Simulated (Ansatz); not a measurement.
**Al3Cu: strain energy, fitted**

Al3Cu, P4/mmm, a = 2.774 Å, c = 7.592 Å. The structure is a Materials Project entry; whether it is the stable form wasn't checked. Ansatz: r2SCAN, PAW, 500 eV, Γ-centred 18×18×8 mesh on 4 atoms, Gaussian smearing 0.10 eV; no spin polarisation. Series: biaxial strain in the a-b plane, c and atoms relaxed; x is the strain in per cent. y is the free energy over the unstrained cell, V0 = 14.603 Å³/atom.

| x (%) | y (meV/atom) |
| --- | --- |
| -3.0 | ? |
| -2.0 | 9.73 |
| -1.0 | 2.22 |
| 0.0 | 0.00 |
| 1.0 | 2.32 |
| 2.0 | 8.45 |
| 3.0 | 17.85 |

**Question.** Fit y = c2 x² + c3 x³ to the other rows, turn c2 into a modulus, and predict the missing energy.

**Answer.** Least squares on the rows shown. y = 2.2578 x² − 0.089440 x³. In eV per unit strain² c2 is 22.58; M is the biaxial modulus (E = M V0 ε²): 22.58 × 160.2 / (14.603) = 248 GPa. At x = -3.0 the fit asked for gives 22.74 meV/atom. The run gave 22.64 meV/atom, so the fit is 0.10 meV/atom too high, within the rms miss on the fitted rows (0.11 meV/atom).